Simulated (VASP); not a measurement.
SiC, 2 atoms in the cell. Symmetry: Imm2, No. 44, orthorhombic system. The conventional cell has a = 3.050 Å, b = 3.079 Å, c = 4.373 Å, α = 90.00°, β = 90.00°, γ = 90.00°. Si (site symmetry mm2) has 4 C at 1.88 to 1.89 Å as nearest neighbours. C (site symmetry mm2) is surrounded by 4 Si at 1.88 to 1.89 Å. The cell was built by a generator and isn't the measured one.

- Program: VASP 6.6.1
- Task: single point
- Functional: PBEsol
- Potentials or basis: VASP PAW PBE potentials, release 64 (Si, C)
- Cutoff: 520 eV
- k mesh: 10 × 10 × 10
- Occupations: gaussian, width 0.01 eV
- Spin: non-collinear spin, zero start, spin-orbit coupling
- Starting moments: [[0.0, 0.0, 0.0], [0.0, 0.0, 0.0]] μB
- Dipole correction: no
- Further INCAR settings: ALGO = Normal; EDIFF = 1e-06; NBANDS = 20

Potentials or basis: VASP PAW PBE potentials, release 64 (Si, C).

Launch:

```console
$ cat potpaw_PBE.64/Si/POTCAR potpaw_PBE.64/C/POTCAR > POTCAR
$ mpirun -np 1 vasp_ncl > vasp.out
```

Hardware: 1 thread of Intel(R) Xeon(R) Platinum 8259CL CPU @ 2.50GHz (Skylake/Cascade Lake), on a shared host.

**Question.** How long does it take, and how much memory?

**Answer.** Wall time 2.5 min on 1 thread of Intel(R) Xeon(R) Platinum 8259CL CPU @ 2.50GHz (Skylake/Cascade Lake), on a shared host, peak memory 0.31 GiB. Counts: scf iterations 12, k points 305.
